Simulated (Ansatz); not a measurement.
```yaml
crystal:
  lattice:
    - [0.00000, 2.19538, 2.19538]
    - [2.19538, 0.00000, 2.19538]
    - [2.19538, 2.19538, 0.00000]
  atoms:
    - { symbol: Si, position: [0.00000, 0.00000, 0.00000] }
    - { symbol: O, position: [0.25000, 0.25000, 0.25000] }
    - { symbol: O, position: [0.75000, 0.75000, 0.75000] }
```

```
orbitals        : PBE
datasets        : all-electron datasets in plane waves (scalar-relativistic, Gaussian nuclei)
k mesh          : 4×4×4
empty bands     : 136
response cutoff : 200 eV
wave cutoff     : 3300 eV
frequencies     : plasmon pole, fitted at 0 and 32.29i eV
q → 0 term      : analytic weight of Carrier, Rohra and Görling
band sums       : cut at the band count
```

Program: Ansatz. The Kohn-Sham gap (direct at k = (0, -0.5, -0.5)) is 2.15 eV.

Question: Estimate the linearised G0W0 gap between these edges.

Answer: 3.75 eV, a change of +1.60 eV. The valence edge moves by -0.84 eV (Z = 0.81) and the conduction edge by +0.76 eV (Z = 0.86).

The cell is a model at fixed atoms and needn't be the relaxed known crystal. Points k are given in fractions of the reciprocal vectors. The mesh is coarse, so these are values at the stated settings, not converged ones. Band sums or response are cut, so the gap isn't at its basis limit. The gap is read on the mesh, and the crystal's band edges can lie off it.
